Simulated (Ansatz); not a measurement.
Rows from a G0W0 calculation on MoS2 (layers cut from the bulk crystal) (Ansatz 0.2.0; G0W0 on PBEsol, plane waves, PAW; 9×9×1 mesh, 459 empty bands, screening to 70 eV), in eV. Spin-orbit coupling is left out.

```
row                      k  band   start       Σx  Σc at the solution      Vxc
  A                      Γ    c1  -3.108  -13.759              -3.939  -18.441
  B  (0.111, 0.222, 0.000)    c2  -3.738  -14.150              -3.863  -18.757
  C                      Γ    v1  -5.219  -19.384               0.770  -18.736
  D                      Γ    v2  -6.316  -18.617               1.155  -17.525
  E  (0.111, 0.222, 0.000)    v1  -6.746  -19.748               1.442  -18.431
  F  (0.111, 0.222, 0.000)    c1  -4.156  -13.704              -3.658  -18.055
```

Question: Give the quasiparticle energies and the shift of each level.

The quasiparticle equation reads E = start + Σx + Σc(E) − Vxc.

```
row  E (eV)  shift (eV)
  A  -2.366      +0.742
  B  -2.994      +0.743
  C  -5.097      +0.122
  D  -6.253      +0.063
  E  -6.622      +0.124
  F  -3.463      +0.693
```

The gap over the computed points goes from 1.06 eV to 1.63 eV.

Limits: not at the basis limit; coarse mesh for a sheet; no spin-orbit coupling.

[Paths, hosts, dates, memory and timing lines, banners, echoed tables and standing remarks are left out of the program output.]

[Logs are printed without paths, hosts, clocks, repeated set-up lines and the standing remarks that a program may print on its own settings, such as how far it seeks lower states.]

[Runs of the session that timed out or met a known fault of the program may be left out.]

[Cells called generated may have been cut or substituted from an entry of the Crystallography Open Database or the Materials Project.]

[Hosts, paths, dates, database ids (printed as entryN), source tags and the programs' standing remarks are cut or masked in the printed files.]
